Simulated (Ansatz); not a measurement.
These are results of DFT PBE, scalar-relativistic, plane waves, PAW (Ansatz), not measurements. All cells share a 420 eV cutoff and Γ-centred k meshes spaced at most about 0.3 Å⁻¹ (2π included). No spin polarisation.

All energies are static (0 K, no zero-point motion).

Compare these two cells of WSe2, each relaxed at this level.

A.

Space group P6_3/mmc (No. 194). a = 3.321 Å, b = 3.321 Å, c = 15.252 Å, α = 90.00°, β = 90.00°, γ = 120.00°
| atom | site | symmetry | x | y | z |
| --- | --- | --- | --- | --- | --- |
| W | 2c | -6m2 | 0.3333 | 0.6667 | 0.2500 |
| Se | 4f | 3m. | 0.3333 | 0.6667 | 0.6400 |

B.

Space group P-3m1 (No. 164). a = 3.320 Å, b = 3.320 Å, c = 24.820 Å, α = 90.00°, β = 90.00°, γ = 120.00°
| atom | site | symmetry | x | y | z |
| --- | --- | --- | --- | --- | --- |
| W | 2d | 3m. | 0.6667 | 0.3333 | 0.1532 |
| Se | 2d | 3m. | 0.3333 | 0.6667 | 0.2208 |
| Se | 2d | 3m. | 0.6667 | 0.3333 | 0.9145 |

**Question.** Which form is favoured at zero pressure, and by what margin per atom?

**Answer.** They are level within the accuracy (under 1 meV/atom apart). A has the 2H molybdenite type, space group P6_3/mmc (No. 194), 24.3 Å³/atom and a gap of 1.48 eV on its mesh; B has space group P-3m1 (No. 164), 39.5 Å³/atom and a gap of 1.54 eV. Counting Se atoms around W (those within 1.25 times the shortest such distance or 1.15 times the sum of covalent radii), A and B both have W 6. Origin: A, reached from a cell as deposited in COD, among other starts; B, reached from a Materials Project cell.

No dispersion correction is applied, so the spacing and binding between layers, chains or molecules are poorly described (P6_3/mmc, P-3m1), and this can change margins and order among such cells. These runs have no spin–orbit coupling, which can matter for W. Kohn–Sham gaps at this level usually fall short of measured ones.
